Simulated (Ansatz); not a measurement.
CdSe (Cadmoselite):

```
CELL_PARAMETERS angstrom
4.30000 0.00000 0.00000
-2.15000 3.72391 0.00000
0.00000 0.00000 7.02000
ATOMIC_POSITIONS crystal
Cd 0.66667 0.33333 0.50000
Cd 0.33333 0.66667 0.00000
Se 0.66667 0.33333 0.88500
Se 0.33333 0.66667 0.38500
```

Base run:

```yaml
Program: Ansatz 0.2.0
Functional: SVWN5
Potentials_or_basis: Ansatz PAW
Cutoff: "420 eV (not typed: the program's choice for these potentials)"
k_mesh: 7 × 7 × 4
Occupations: fermi-dirac, width 0.05 eV
Spin: no spin polarisation
```

Its results: band gap on the k mesh 0.43 eV, direct; pressure -1.8 GPa; largest force 0.253 eV/Å.

Question: The run is repeated on the same cell with these changes: functional from SVWN5 to PBE; cutoff from 420 eV (not typed: the program's choice for these potentials) to 250 eV. What comes out?

Answer: Band gap on the k mesh 0.71 eV, direct; pressure 3.0 GPa; largest force 0.230 eV/Å.

PBE binds less tightly than SVWN5, so the same cell stands under more pressure.

Caveats: the PAW data sets come from PBE, with cores solved anew for the run's functional, which leaves a small shift of forces and pressure (some runs); odd divisions of the mesh miss points on the zone boundary, where band edges often lie, so the gap on the mesh can be too wide (some runs); the pressure holds a Pulay correction of +43.0 GPa for the finite cutoff (some runs); the cutoff lies under the one recommended for these potentials (some runs).
